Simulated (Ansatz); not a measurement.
## NMR crystallography of GeS: given against relaxed positions

Start: an entry of the Crystallography Open Database (COD), taken as it stands.

```cif
data_GeS
_symmetry_space_group_name_H-M 'Pnma'
_symmetry_Int_Tables_number 62
_cell_length_a 10.4700
_cell_length_b 3.6410
_cell_length_c 4.2970
_cell_angle_alpha 90.000
_cell_angle_beta 90.000
_cell_angle_gamma 90.000
loop_
_atom_site_label
_atom_site_type_symbol
_atom_site_symmetry_multiplicity
_atom_site_Wyckoff_symbol
_atom_site_fract_x
_atom_site_fract_y
_atom_site_fract_z
Ge Ge 4 c 0.6220 0.2500 0.3730
S S 4 c 0.8491 0.2500 0.5011
```

One atom of each set is listed.

Computed with Ansatz: DFT, PBE, plane waves and PAW, scalar-relativistic, 420 eV cutoff, Γ-centred 5×12×10 k-points, Fermi–Dirac smearing 0.02 eV.

The largest force at the start is 0.14 eV/Å. Relaxing the ions at fixed cell moves them by 0.022 Å at most (atom 5, S) and 0.018 Å rms. End positions:

Ge (0.6209, 0.2500, 0.3720)
S (0.8506, 0.2500, 0.4974)

```json
{"site": "Ge", "moved (Å)": "0.012", "first shell before": "3 S at 2.44 Å", "first shell after": "3 S at 2.45–2.46 Å", "V_zz before (10²¹ V/m²)": "-7.74", "η before": "0.29"}
{"site": "S", "moved (Å)": "0.022", "first shell before": "3 Ge at 2.44 Å", "first shell after": "3 Ge at 2.45–2.46 Å", "V_zz before (10²¹ V/m²)": "-5.42", "η before": "0.03"}
```

**Question.** How do the gradients change?

**Answer.** 

```csv
site,V_zz after,η after,change of V_zz
Ge,-7.46,0.36,+0.28
S,-5.15,0.03,+0.27
```

The largest change of V_zz is on Ge, from -7.74 to -7.46. In per cent, |V_zz| changes by -4 on Ge, -5 on S (all sites that start above 0.5).
